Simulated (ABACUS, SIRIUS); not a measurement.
Given: the input of a run of SIRIUS 7.12.0 on Sb (Antimony). 

Contents of sirius.json:

```json
{
  "control": {
    "processing_unit": "cpu",
    "std_evp_solver_name": "lapack",
    "gen_evp_solver_name": "lapack",
    "verbosity": 2,
    "print_forces": true,
    "ortho_rf": true,
    "use_second_variation": true,
    "rmt_max": 3.0,
    "num_bands_to_print": 24,
    "save_wf": true
  },
  "parameters": {
    "electronic_structure_method": "full_potential_lapwlo",
    "xc_functionals": ["XC_GGA_X_PBE_SOL", "XC_GGA_C_PBE_SOL"],
    "core_relativity": "dirac",
    "valence_relativity": "iora",
    "num_fv_states": 30,
    "smearing": "fermi_dirac",
    "smearing_width": 0.0018374661,
    "pw_cutoff": 20,
    "gk_cutoff": 3.31,
    "lmax_apw": 10,
    "lmax_rho": 8,
    "lmax_pot": 8,
    "num_mag_dims": 0,
    "auto_rmt": 0,
    "ngridk": [8, 8, 8],
    "shiftk": [0, 0, 0],
    "num_dft_iter": 80,
    "energy_tol": 1e-07,
    "density_tol": 1e-05,
    "use_symmetry": true
  },
  "settings": {"tol_ne": 1e-10},
  "iterative_solver": {"type": "exact"},
  "mixer": {"type": "anderson", "beta": 0.5, "max_history": 8},
  "unit_cell": {
    "lattice_vectors": [
      [4.0708480177, 2.3503051989, 7.1015907763],
      [-4.0708480177, 2.3503051989, 7.1015907763],
      [0.0, -4.7006103977, 7.1015907763]
    ],
    "atom_types": ["Sb"],
    "atom_files": {"Sb": "Sb.json"},
    "atoms": {"Sb": [[0.76651, 0.76651, 0.76651], [0.23349, 0.23349, 0.23349]]}
  }
}
```

Potentials or basis: all-electron FP-LAPW, apw+lo standard.

Launch:

```console
$ OMP_NUM_THREADS=1 sirius.scf --input=sirius_start.json --output=start.json
$ OMP_NUM_THREADS=1 sirius.scf --input=sirius.json --output=output.json --task=1
```

Translate it to ABACUS 3.10.1. Potentials or basis there: PseudoDojo NC SR 0.4.1 PBEsol standard, plane waves, cutoff 1102 eV.

As run (cutoffs and basis follow the program's own potentials, and thresholds, step limits or extra output files can differ):

The input INPUT:

```
INPUT_PARAMETERS
suffix              Sb
calculation         scf
basis_type          pw
pseudo_dir          ./
symmetry            1
dft_functional      pbesol
ecutwfc             81
pseudo_rcut         7
nspin               1
nbands              19
ks_solver           dav
smearing_method     fd
smearing_sigma      0.00367493
scf_thr             1e-08
scf_nmax            100
mixing_type         broyden
mixing_beta         0.7
cal_force           1
cal_stress          1
out_chg             1
out_pot             2
out_elf             1
```

File STRU:

```
ATOMIC_SPECIES
Sb 121.7600 Sb.upf

LATTICE_CONSTANT
1.8897261246

LATTICE_VECTORS
2.1542000000 1.2437279499 3.7580000000
-2.1542000000 1.2437279499 3.7580000000
0.0000000000 -2.4874558998 3.7580000000

ATOMIC_POSITIONS
Direct

Sb
0.0
2
0.7665100000 0.7665100000 0.7665100000 1 1 1
0.2334900000 0.2334900000 0.2334900000 1 1 1
```

Contents of KPT:

```
K_POINTS
0
Gamma
8 8 8 0 0 0
```

Potentials or basis: PseudoDojo NC SR 0.4.1 PBEsol standard, plane waves.

Launch:

```console
$ OMP_NUM_THREADS=1 mpirun -np 4 abacus > log
```

Both were run:

|  | SIRIUS | ABACUS |
| --- | --- | --- |
| Largest force | 0.111 eV/Å | 0.128 eV/Å |
